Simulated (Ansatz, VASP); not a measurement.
## One calculation of CuI (Marshite), two programs

INCAR

```
SYSTEM = CuI
PREC = Accurate ; ENCUT = 520
EDIFF = 1E-6 ; ISMEAR = 0
SIGMA = 0.02 ; LREAL = .False.
LASPH = .True. ; NELM = 60
ALGO = Normal ; ISIF = 2
LWAVE = .False. ; LCHARG = .False.
GGA = PE ; NBANDS = 16
```

The input KPOINTS:

```
Automatic mesh
0
Gamma
  8 8 8
  0 0 0
```

The input POSCAR:

```
CuI
1.0
    0.0000000000      3.1371027892      3.1371027892
    3.1371027892      0.0000000000      3.1371027892
    3.1371027892      3.1371027892      0.0000000000
Cu I
1 1
Direct
    0.2500000000      0.2500000000      0.2500000000
    0.0000000000      0.0000000000      0.0000000000
```

Input for Ansatz:

```yaml
crystal:
  lattice:
    - [0.0, 3.1371027892, 3.1371027892]
    - [3.1371027892, 0.0, 3.1371027892]
    - [3.1371027892, 3.1371027892, 0.0]
  atoms:
    - { symbol: Cu, position: [0.25, 0.25, 0.25] }
    - { symbol: I, position: [0.0, 0.0, 0.0] }
basis:
  ecutwfc: 420
kpoints:
  mp_grid: { grid: [8, 8, 8] }
hamiltonian:
  xc: pbe
scf:
  occupations: { method: gaussian, width: 0.02 }
output:
  forces: true
  stress: true
  eigenvalues: true
  write_density: true
  write_potential: true
  elf: true
  volumetric_format: npy
```

Alike in both runs: task single point; functional PBE; k mesh 8 × 8 × 8; occupations gaussian, width 0.02 eV; no spin polarisation.

```csv
,VASP,Ansatz
version,VASP 6.6.1,Ansatz 0.2.0
potentials or method,"VASP PAW PBE potentials, release 64 (Cu, I)","scalar-relativistic, plane waves, PAW"
plane-wave cutoff (eV),520,420
valence electrons in the cell,18,36
```

VASP gave:

| Property | Result |
| --- | --- |
| gap on the k mesh at the Fermi level (eV) | 0.90 |
| least direct gap on the mesh (eV) | 0.90 |
| pressure (GPa) | -2.9 |

Q: What did Ansatz give for the same quantities?

A: gap on the k mesh at the Fermi level (eV): 0.88; least direct gap on the mesh (eV): 0.88; pressure (GPa): -2.9.

The functional is the same, so the differences come from potentials, cutoffs and numerics. The two sets of potentials don't hold the same shells in valence.

Caveats: spin-orbit coupling is left out, which moves the levels of the heavy elements.
